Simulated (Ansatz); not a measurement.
# SnTe (Fm-3m) in Ansatz: a series of runs

The runs below take SnTe through band structure, with LDA, PBE.

All numbers are computed with Ansatz 0.2.0; they aren't measurements. Logs are shortened: lines on timing, memory, paths and dates and some standing lists are left out, and cuts for length are marked.

**Experimental background.**

A printed reference work, textbook reports, for a bulk crystal of SnTe at 300 K: band gap 0.18 eV (direct).

The results are compared with them further down.

## 1. Starting point

It takes space group Fm-3m (No. 225, cubic). Conventional cell: a = 6.302 Å, b = 6.302 Å, c = 6.302 Å, α = 90.00°, β = 90.00°, γ = 90.00°. Te (site symmetry m-3m) has 6 Sn at 3.15 Å as nearest neighbours. Sn (site symmetry m-3m) is surrounded by 6 Te at 3.15 Å.

## 2. Band structure, LDA, spin-orbit coupling, no magnetisation

Contents of input.yaml:

```yaml
crystal:
  lattice:
    - [0.0, 3.15085, 3.15085]
    - [3.15085, 0.0, 3.15085]
    - [3.15085, 3.15085, 0.0]
  atoms:
    - { symbol: Te, position: [0.5, 0.5, 0.5] }
    - { symbol: Sn, position: [0.0, 0.0, 0.0] }
kpoints:
  mp_grid: { grid: [5, 5, 5] }
  band_path:
    path:
      - [0.0, 0.0, 0.0]
      - [0.5, 0.0, 0.5]
      - [0.5, 0.25, 0.75]
      - [0.375, 0.375, 0.75]
      - [0.0, 0.0, 0.0]
      - [0.5, 0.5, 0.5]
      - [0.625, 0.25, 0.625]
      - [0.5, 0.25, 0.75]
    npoints: 12
scf:
  occupations: { method: fermi_dirac, width: 0.05 }
hamiltonian:
  xc: lda
  pseudopotentials: { kind: all_electron, lapw: { basis_error: 0.001 } }
magnetization:
  noncollinear: true
  spin_orbit: true
output:
  forces: true
  stress: true
  eigenvalues: true
```

Potentials or basis: all-electron LAPW, relativistic spinors.

Launch:

```
> ansatz run input.yaml --threads 1 --pin off --max-ram 3072MiB --backend cpu --events-out ev --progress --plain --runs-dir out
```

What it wrote:

```text
Warning: RAYON_NUM_THREADS=1 ignored (pool sized by the plan → 1); use --threads N
LAPW: plane waves up to 6.979 Å⁻¹, error target 1.0e-3 eV per atom; Dirac's equation on spinors; Sn in spheres of 1.592 Å, 22 of its electrons in bands; Te in spheres of 1.559 Å, 24 of its electrons in bands (how accurate: hamiltonian.pseudopotentials.lapw.basis_error, Limitations)
Engine: ansatz 0.2.0, aarch64-unknown-linux-gnu
Pseudopotentials: kind: all_electron
Pseudopotential: Te, LAPW, valence charge 24, lapw/all_electron/dirac/gaussian/Te, Dirac's equation, gaussian nucleus
Pseudopotential: Sn, LAPW, valence charge 22, lapw/all_electron/dirac/gaussian/Sn, Dirac's equation, gaussian nucleus
Functional definition: SPW92
  exchange = slater_x
  correlation = pw_c
non-collinear run that drives no moment, with spin-orbit: no starting moment large enough to seed its density (crystal.atoms[].spin), no starting occupations that ask for one, no magnetisation constraint and no magnetic field, so the semilocal B_xc is pinned to zero
Crystal: 2 atoms, lattice volume = 62.562 Å³
Basis set: ecut = 185.56085101743017 eV, 339 PW (Γ), exchange–correlation at level 2
Bands: 56, of which v1, the nominal top of the filled ones, is band 46 counted from 1 (45 counted from 0)
Symmetry: 48 space group operations + 48 with time reversal
Magnetic group: BNS 225.117 (UNI 1619), of the structure as read, at distance tolerance 4.0e-5 Å
k-points: 10 of 125
Non-local potential: Te, projectors of the file, none
Non-local potential: Sn, projectors of the file, none
Initial density: superposition of atomic densities (chi_scale 0.1, normalization cell, long waves kept (reshape's long-wave potential 0.00 eV rms))
Initial wavefunctions: plane waves of lowest kinetic energy (no species holds an atomic orbital)
Functional: x = slater, c = lda
iter 1 solved again at ethr=4.05e-4 eV; its pass at ethr=1.00e-1 eV (dr2=1.86e-1 eV) is discarded
SCF iter   1: F=—  HF=-352789.674684 eV  |F-HF|=—  |Δ(HF+E_count)|=         —  Δρ=1.19e-2  dr2=1.86e-1  dr2_m=0.00e0 (ungated)  ethr=4.05e-4  |M|=0.00e0 ∫|m|=0.00e0 μB  β_m=0.30  ⟨swp⟩=2.9  Hψ=3602  notcnv=0
preconditioner: auto → none  [insulator: Δε(μ)=0.712 eV  Ē_g=9.578 eV  σ=0.050 eV  W_gap=1.00  n_scr=14 (ndim 8)  ℏωp=14.8 eV  f_vac=0.029  D(μ)=0.01/eV (n_scr^D=0)  ε∞_Penn≈3.4]
SCF iter   2: F=—  HF=-352789.620346 eV  |F-HF|=—  |Δ(HF+E_count)|=   5.43e-2  Δρ=5.80e-3  dr2=3.03e-2  dr2_m=0.00e0 (ungated)  ethr=4.05e-4  |M|=0.00e0 ∫|m|=0.00e0 μB  β_m=0.38  ⟨swp⟩=2.0  Hψ=1758  notcnv=0
SCF iter   3: F=—  HF=-352789.613848 eV  |F-HF|=—  |Δ(HF+E_count)|=   6.50e-3  Δρ=2.49e-3  dr2=3.83e-3  dr2_m=0.00e0 (ungated)  ethr=6.58e-5  |M|=0.00e0 ∫|m|=0.00e0 μB  β_m=0.53  ⟨swp⟩=2.0  Hψ=1664  notcnv=0
iter 4 solved again at ethr=1.39e-7 eV; its pass at ethr=8.33e-6 eV (dr2=6.38e-5 eV) is discarded
SCF iter   4: F=—  HF=-352789.613414 eV  |F-HF|=—  |Δ(HF+E_count)|=   4.35e-4  Δρ=3.50e-4  dr2=6.38e-5  dr2_m=0.00e0 (ungated)  ethr=1.39e-7  |M|=0.00e0 ∫|m|=0.00e0 μB  β_m=0.57  ⟨swp⟩=2.0  Hψ=2808  notcnv=0
SCF iter   5: F=—  HF=-352789.613414 eV  |F-HF|=—  |Δ(HF+E_count)|=   5.41e-8  Δρ=2.13e-5  dr2=2.43e-7  dr2_m=0.00e0 (ungated)  ethr=1.39e-7  |M|=0.00e0 ∫|m|=0.00e0 μB  β_m=0.64  ⟨swp⟩=2.0  Hψ=1664  notcnv=0
SCF iter   6: F=-352789.613413 eV  HF=-352789.613413 eV  |F-HF|=5.45e-8  |Δ(HF+E_count)|=   1.38e-7  Δρ=4.60e-6  dr2=9.45e-9  dr2_m=0.00e0 (ungated)  ethr=5.27e-10  |M|=0.00e0 ∫|m|=0.00e0 μB  ⟨swp⟩=2.3  Hψ=1674  notcnv=0
SCF 1 converged in 6 iterations: F = -352789.613413 eV  dr2 = 9.45e-9
NSCF: frozen V_eff on 85 k-points
SCF converged after 6 iterations
Magnetization: |M| = 0.0000 μB,  M = (+0.0000, +0.0000, +0.0000) μB
Absolute magnetization: 0.0000 μB (∫|m|)
  site 0: m = (+0.0000, +0.0000, +0.0000) μB, |m| = 0.0000 μB  (R = 1.56 Å)
  site 1: m = (+0.0000, +0.0000, +0.0000) μB, |m| = 0.0000 μB  (R = 1.59 Å)
Free energy (F): -352789.613413 eV
Harris-Foulkes:  -352789.613413 eV  (|F-HF|=5.45e-8)
Internal energy: -352789.613043 eV  (E = F + TS)
E sigma→0 (E₀):  -352789.613228 eV
Entropy (-TS):   -0.000371 eV (-0.185 meV/atom)
Fermi energy:    11.675223 eV
--- Per-component energies (eV) ---
  E_band       = -1849.799259
  E_kinetic    = 372200.662449
  E_xc         = -8992.590911
  E_electrostatic = -715997.684580  (all electrons and nuclei)
  E_smearing   = -0.000371  (= −TS)
  E_closure    = 0.000000  (closes the sum)
  E_atoms      = -352780.748367  (free atoms, spherical and without spin; not in F)
  Σ components = -352789.613413   (vs F -352789.613413, Δ=0.00e0)
  Basis errors (estimates in eV, not in F): energy 3.2e-4 per atom: plane waves 3.1e-4 (1.7e-4 summed), levels above the bands 8.8e-45, relativity 2.6e-9, radial functions 9.0e-6, core shells 6.2e-10; eigenvalues (radial functions only) 1.8e-6; not estimated: angular momenta, meshes, grids; target (lapw.basis_error) 1.0e-3; muffin-tin radii Sn 1.592 Å, Te 1.559 Å
--- Forces (eV/Å), atoms counted from 1 ---
  atom   1  Te    -0.00000000    -0.00000000    -0.00000000
  atom   2  Sn     0.00000000     0.00000000    -0.00000000
  max |Σ_I F_I| component: 6.19e-26 eV/Å
--- Stress (GPa, compression-positive) ---
       -1.560338      -0.000000       0.000000
       -0.000000      -1.560338       0.000000
        0.000000       0.000000      -1.560338
  P = ⅓ Tr σ = -1.5603 GPa (-15.603 kbar)
--- Band table (eV; the first three rows and the last of 10) ---
  k-point 0: bands = ["-147.3279", "-147.3279", "-117.6568", "-117.6568", "-104.4009", "-104.4009", "-94.6018", "-94.6018", "-94.6018", "-94.6018", "-78.9137", "-78.9137", "-71.2617", "-71.2617", "-71.2617", "-71.2617", "-26.0647", "-26.0647", "-26.0647", "-26.0647", "-24.5921", "-24.5921", "-24.5921", "-24.5921", "-24.5882", "-24.5882", "-10.6622", "-10.6622", "-10.6622", "-10.6622", "-9.6189", "-9.6189", "-9.6189", "-9.6189", "-9.6129", "-9.6129", "-1.1282", "-1.1282", "6.8715", "6.8715", "8.9924", "8.9924", "9.8627", "9.8627", "9.8627", "9.8627", "14.3951", "14.3951", "15.2705", "15.2705", "15.2705", "15.2705", "16.5260", "16.5260", "16.5260", "16.5260"]
  k-point 1: bands = ["-147.3279", "-147.3279", "-117.6568", "-117.6568", "-104.4009", "-104.4009", "-94.6018", "-94.6018", "-94.6018", "-94.6018", "-78.9137", "-78.9137", "-71.2617", "-71.2617", "-71.2617", "-71.2617", "-26.0646", "-26.0646", "-26.0645", "-26.0645", "-24.5921", "-24.5921", "-24.5919", "-24.5919", "-24.5880", "-24.5880", "-10.6627", "-10.6627", "-10.6614", "-10.6614", "-9.6208", "-9.6208", "-9.6180", "-9.6180", "-9.6113", "-9.6113", "-0.8012", "-0.8012", "5.4609", "5.4609", "9.2576", "9.2576", "9.9231", "9.9231", "10.5555", "10.5555", "13.2472", "13.2472", "13.8950", "13.8950", "13.8955", "13.8955", "16.5806", "16.5806", "17.3336", "17.3336"]
  k-point 2: bands = ["-147.3279", "-147.3279", "-117.6568", "-117.6568", "-104.4009", "-104.4009", "-94.6018", "-94.6018", "-94.6018", "-94.6018", "-78.9137", "-78.9137", "-71.2617", "-71.2617", "-71.2617", "-71.2617", "-26.0645", "-26.0645", "-26.0642", "-26.0642", "-24.5921", "-24.5921", "-24.5914", "-24.5914", "-24.5877", "-24.5877", "-10.6635", "-10.6635", "-10.6600", "-10.6600", "-9.6239", "-9.6239", "-9.6165", "-9.6165", "-9.6086", "-9.6086", "-0.0471", "-0.0471", "3.6516", "3.6516", "9.5235", "9.5235", "10.1401", "10.1401", "11.3182", "11.3182", "11.9528", "11.9528", "12.3717", "12.3717", "12.4578", "12.4578", "18.3532", "18.3532", "19.4694", "19.4694"]
  k-point 9: bands = ["-147.3279", "-147.3279", "-117.6568", "-117.6568", "-104.4009", "-104.4009", "-94.6018", "-94.6018", "-94.6018", "-94.6018", "-78.9137", "-78.9137", "-71.2617", "-71.2617", "-71.2617", "-71.2617", "-26.0643", "-26.0643", "-26.0642", "-26.0642", "-24.5919", "-24.5919", "-24.5916", "-24.5916", "-24.5875", "-24.5875", "-10.6626", "-10.6626", "-10.6606", "-10.6606", "-9.6240", "-9.6240", "-9.6180", "-9.6180", "-9.6065", "-9.6065", "0.3912", "0.3912", "4.1464", "4.1464", "7.2166", "7.2166", "7.4249", "7.4249", "10.4632", "10.4632", "12.7990", "12.7990", "15.6639", "15.6639", "16.0902", "16.0902", "17.0599", "17.0599", "18.5755", "18.5755"]
```

Wall time 83 s (1 thread of Arm Neoverse V1, shared host); peak memory 0.39 GiB.

Results:

| Quantity | Value |
| --- | --- |
| Free energy | -352789.6134 eV |
| Pressure | -1.6 GPa |
| Band gap along the path | 0.22 eV, indirect (least direct gap 0.27 eV) |

Levels at the corners of the path, in eV from the Fermi level:
```
point  band 43  band 44  band 45  band 46  band 47  band 48  band 49  band 50
    Γ    -1.81    -1.81    -1.81    -1.81     2.72     2.72     3.60     3.60
    X    -3.93    -3.93    -3.47    -3.47     2.24     2.24     4.47     4.47
    W    -4.71    -4.71    -0.80    -0.80     0.82     0.82     4.53     4.53
    K    -3.28    -3.28    -2.63    -2.63     2.78     2.78     3.28     3.28
    Γ    -1.81    -1.81    -1.81    -1.81     2.72     2.72     3.60     3.60
    L    -1.47    -1.47    -0.15    -0.15     0.12     0.12     0.31     0.31
    U    -3.28    -3.28    -2.63    -2.63     2.78     2.78     3.28     3.28
    W    -4.71    -4.71    -0.80    -0.80     0.82     0.82     4.53     4.53
```

Caveat: this odd mesh misses L, where the gap lies, so gap, dielectric constants and Born charges aren't listed.

## 3. Band structure, PBE

Edit input.yaml of step 2 so:

```diff
@@ -9,3 +9,3 @@
 kpoints:
-  mp_grid: { grid: [5, 5, 5] }
+  mp_grid: { grid: [7, 7, 7] }
   band_path:
@@ -20,3 +20,3 @@
       - [0.5, 0.25, 0.75]
-    npoints: 12
+    npoints: 10
 scf:
@@ -24,7 +24,4 @@
 hamiltonian:
-  xc: lda
+  xc: pbe
   pseudopotentials: { kind: all_electron, lapw: { basis_error: 0.001 } }
-magnetization:
-  noncollinear: true
-  spin_orbit: true
 output:
```

Potentials or basis: all-electron LAPW, scalar-relativistic.

Launch:

```
> ansatz run input.yaml --threads 1 --pin off --max-ram 3072MiB --backend cpu --events-out ev --progress --plain --runs-dir out
```

What it wrote:

```text
Warning: RAYON_NUM_THREADS=1 ignored (pool sized by the plan → 1); use --threads N
LAPW: plane waves up to 6.971 Å⁻¹, error target 1.0e-3 eV per atom; small_component_spin mean_spin; Sn in spheres of 1.592 Å, 22 of its electrons in bands, Dirac shells []; Te in spheres of 1.559 Å, 24 of its electrons in bands, Dirac shells [] (how accurate: hamiltonian.pseudopotentials.lapw.basis_error, Limitations)
Engine: ansatz 0.2.0, aarch64-unknown-linux-gnu
Pseudopotentials: kind: all_electron
Pseudopotential: Te, LAPW, valence charge 24, lapw/all_electron/scalar/gaussian/Te, Koelling and Harmon's equation, gaussian nucleus
Pseudopotential: Sn, LAPW, valence charge 22, lapw/all_electron/scalar/gaussian/Sn, Koelling and Harmon's equation, gaussian nucleus
Functional definition: PBE
  parameter kappa = 0.804
  parameter beta = 0.06672455060314922
  exchange = pbe_x(kappa = kappa, mu = beta*pi^2/3)
  correlation = pbe_c(beta = beta)
Crystal: 2 atoms, lattice volume = 62.562 Å³
Basis set: ecut = 185.144356732645 eV, 339 PW (Γ), exchange–correlation at level 2
Bands: 28, of which v1, the nominal top of the filled ones, is band 23 counted from 1 (22 counted from 0)
Symmetry: 48 space group operations
Space group: Fm-3m (ITA 225), of the structure as read, at distance tolerance 4.0e-5 Å
k-points: 20 of 343
Non-local potential: Te, projectors of the file, none
Non-local potential: Sn, projectors of the file, none
Initial density: superposition of atomic densities (chi_scale 0.1, normalization cell, long waves kept (reshape's long-wave potential 0.00 eV rms))
Initial wavefunctions: plane waves of lowest kinetic energy (no species holds an atomic orbital)
Functional: x = pbe(κ = 0.804, μ = 0.2195149727645171), c = pbe(β = 0.06672455060314922)
iter 1 solved again at ethr=4.44e-4 eV; its pass at ethr=1.00e-1 eV (dr2=2.04e-1 eV) is discarded
SCF iter   1: F=—  HF=-352974.407446 eV  |F-HF|=—  |Δ(HF+E_count)|=         —  Δρ=1.24e-2  dr2=2.04e-1  ethr=4.44e-4  ⟨swp⟩=2.7  Hψ=3592  notcnv=0
preconditioner: auto → none  [insulator: Δε(μ)=0.669 eV  Ē_g=17.508 eV  σ=0.050 eV  W_gap=1.00  n_scr=14 (ndim 8)  ℏωp=21.0 eV  f_vac=0.029  D(μ)=0.00/eV (n_scr^D=0)  ε∞_Penn≈2.4]
iter 2 solved again at ethr=1.68e-5 eV; its pass at ethr=4.44e-4 eV (dr2=7.73e-3 eV) is discarded
SCF iter   2: F=—  HF=-352974.361277 eV  |F-HF|=—  |Δ(HF+E_count)|=   4.62e-2  Δρ=3.90e-3  dr2=7.75e-3  ethr=1.68e-5  ⟨swp⟩=2.0  Hψ=2906  notcnv=0
SCF iter   3: F=—  HF=-352974.358975 eV  |F-HF|=—  |Δ(HF+E_count)|=   2.30e-3  Δρ=2.38e-3  dr2=4.37e-3  ethr=1.68e-5  ⟨swp⟩=2.0  Hψ=1666  notcnv=0
SCF iter   4: F=—  HF=-352974.360045 eV  |F-HF|=—  |Δ(HF+E_count)|=   1.07e-3  Δρ=1.02e-3  dr2=8.07e-4  ethr=9.49e-6  ⟨swp⟩=2.0  Hψ=1664  notcnv=0
SCF iter   5: F=—  HF=-352974.360160 eV  |F-HF|=—  |Δ(HF+E_count)|=   1.15e-4  Δρ=2.23e-4  dr2=3.88e-5  ethr=1.76e-6  ⟨swp⟩=2.0  Hψ=1664  notcnv=0
SCF iter   6: F=—  HF=-352974.360172 eV  |F-HF|=—  |Δ(HF+E_count)|=   1.28e-5  Δρ=2.52e-5  dr2=5.10e-7  ethr=8.44e-8  ⟨swp⟩=2.5  Hψ=1678  notcnv=0
SCF iter   7: F=-352974.360173 eV  HF=-352974.360173 eV  |F-HF|=8.21e-9  |Δ(HF+E_count)|=   2.26e-7  Δρ=3.17e-6  dr2=9.46e-9  ethr=1.11e-9  ⟨swp⟩=2.8  Hψ=1701  notcnv=0
SCF 1 converged in 7 iterations: F = -352974.360173 eV  dr2 = 9.46e-9
NSCF: frozen V_eff on 71 k-points
SCF converged after 7 iterations
Free energy (F): -352974.360173 eV
Harris-Foulkes:  -352974.360173 eV  (|F-HF|=8.21e-9)
Internal energy: -352974.360100 eV  (E = F + TS)
E sigma→0 (E₀):  -352974.360137 eV
Entropy (-TS):   -0.000072 eV (-0.036 meV/atom)
Fermi energy:    12.124104 eV
--- Per-component energies (eV) ---
  E_band       = -1841.738425
  E_kinetic    = 372041.585817
  E_xc         = -9288.845867
  E_electrostatic = -715727.100050  (all electrons and nuclei)
  E_smearing   = -0.000072  (= −TS)
  E_closure    = 0.000000  (closes the sum)
  E_atoms      = -352966.846133  (free atoms, spherical and without spin; not in F)
  Σ components = -352974.360173   (vs F -352974.360173, Δ=0.00e0)
  Basis errors (estimates in eV, not in F): energy 3.4e-4 per atom: plane waves 3.3e-4 (1.8e-4 summed), levels above the bands 2.2e-43, relativity 2.5e-8, radial functions 1.2e-5, core shells 6.1e-10; eigenvalues (radial functions only) 2.4e-6; not estimated: angular momenta, meshes, grids; target (lapw.basis_error) 1.0e-3; muffin-tin radii Sn 1.592 Å, Te 1.559 Å
--- Forces (eV/Å), atoms counted from 1 ---
  atom   1  Te     0.00000000     0.00000000    -0.00000000
  atom   2  Sn    -0.00000000    -0.00000000     0.00000000
  max |Σ_I F_I| component: 2.55e-31 eV/Å
--- Stress (GPa, compression-positive) ---
        2.231221       0.000000       0.000000
        0.000000       2.231221       0.000000
        0.000000       0.000000       2.231221
  P = ⅓ Tr σ = 2.2312 GPa (22.312 kbar)
--- Band table (eV; the first three rows and the last of 20) ---
  k-point 0: bands = ["-147.6571", "-117.8480", "-97.6957", "-97.6957", "-97.6957", "-73.6339", "-73.6339", "-73.6339", "-25.0300", "-25.0300", "-25.0260", "-25.0260", "-25.0260", "-9.8604", "-9.8604", "-9.8556", "-9.8556", "-9.8556", "-0.7605", "7.3693", "9.9015", "9.9015", "9.9015", "15.4015", "15.4015", "15.4015", "16.8215", "16.8215"]
  k-point 1: bands = ["-147.6571", "-117.8480", "-97.6957", "-97.6957", "-97.6957", "-73.6339", "-73.6339", "-73.6339", "-25.0299", "-25.0299", "-25.0259", "-25.0258", "-25.0258", "-9.8614", "-9.8614", "-9.8553", "-9.8544", "-9.8544", "-0.5896", "6.4859", "9.9321", "9.9321", "10.5102", "14.5663", "14.5663", "14.6052", "16.7725", "17.2399"]
  k-point 2: bands = ["-147.6571", "-117.8480", "-97.6957", "-97.6957", "-97.6957", "-73.6339", "-73.6339", "-73.6339", "-25.0299", "-25.0299", "-25.0257", "-25.0255", "-25.0255", "-9.8640", "-9.8640", "-9.8547", "-9.8515", "-9.8515", "-0.1216", "5.0159", "10.0438", "10.0438", "11.2584", "13.3395", "13.3395", "13.4095", "17.4617", "18.3913"]
  k-point 19: bands = ["-147.6571", "-117.8480", "-97.6957", "-97.6957", "-97.6957", "-73.6339", "-73.6339", "-73.6339", "-25.0301", "-25.0296", "-25.0257", "-25.0253", "-25.0248", "-9.8727", "-9.8613", "-9.8535", "-9.8507", "-9.8455", "0.8730", "4.5667", "7.0984", "7.8169", "10.8210", "13.2425", "16.1813", "17.0919", "17.3241", "18.5369"]
```

bands.tsv:

```text
# k_distance	band_0	band_1	band_2	band_3	band_4	band_5	band_6	band_7	band_8	band_9	band_10	band_11	band_12	band_13	band_14	band_15	band_16	band_17	band_18	band_19	band_20	band_21	band_22	band_23	band_24	band_25	band_26	band_27
# fermi_ev = 12.124104
[... 81 lines left out ...]
4.696969	-159.781160	-129.972070	-109.819852	-109.819852	-109.819851	-85.758027	-85.758026	-85.758023	-37.154240	-37.153652	-37.149666	-37.149543	-37.148823	-21.997091	-21.985222	-21.976984	-21.975860	-21.969013	-11.218306	-7.443381	-4.970057	-4.822995	-0.945060	0.821688	4.378008	4.720612	5.847312	6.137064
4.732220	-159.781160	-129.972070	-109.819852	-109.819852	-109.819851	-85.758027	-85.758027	-85.758023	-37.154239	-37.153652	-37.149605	-37.149605	-37.148821	-21.997061	-21.985256	-21.976429	-21.976429	-21.968994	-11.216520	-7.442251	-4.905070	-4.905070	-0.900797	0.776309	4.551186	4.551186	5.996102	5.996102
```

Wall time 14 s (1 thread of Arm Neoverse V1, shared host); peak memory 0.27 GiB.

Results:

```yaml
Free_energy: -352974.3602 eV
Pressure: 2.2 GPa
Band_gap_along_the_path: 0.10 eV, direct
```

Levels at the corners of the path, in eV from the Fermi level:
| point | band 20 | band 21 | band 22 | band 23 | band 24 | band 25 | band 26 | band 27 |
| --- | --- | --- | --- | --- | --- | --- | --- | --- |
| Γ | -4.75 | -2.22 | -2.22 | -2.22 | 3.28 | 3.28 | 3.28 | 4.70 |
| X | -6.54 | -5.65 | -3.82 | -3.82 | 2.10 | 4.85 | 4.85 | 6.31 |
| W | -7.44 | -4.91 | -4.91 | -0.90 | 0.78 | 4.55 | 4.55 | 6.00 |
| K | -7.50 | -5.26 | -3.33 | -2.79 | 2.95 | 3.01 | 4.13 | 5.49 |
| Γ | -4.75 | -2.22 | -2.22 | -2.22 | 3.28 | 3.28 | 3.28 | 4.70 |
| L | -8.41 | -1.89 | -1.89 | -0.06 | 0.03 | 0.30 | 0.30 | 7.70 |
| U | -7.50 | -5.26 | -3.33 | -2.79 | 2.95 | 3.01 | 4.13 | 5.49 |
| W | -7.44 | -4.91 | -4.91 | -0.90 | 0.78 | 4.55 | 4.55 | 6.00 |

Caveat: this odd mesh misses L, where the gap lies, so gap, dielectric constants and Born charges aren't listed; spin-orbit coupling is left out, which moves the levels of the heavy elements.

## 4. How close it comes

Step 2. Against the measured direct gap of SnTe, 0.18 eV (direct; 300 K; a printed reference work, textbook), the calculated 0.27 eV is off by +0.09 eV. The value is that of LDA, without temperature or zero-point motion.

Step 3. A measured gap of SnTe is 0.18 eV (direct; 300 K; a printed reference work, textbook); the calculated 0.10 eV misses it by -0.08 eV. Spin-orbit coupling on Sn, Te is left out. The value is that of PBE, without temperature or zero-point motion. Semilocal functionals fall short of measured gaps as a rule.
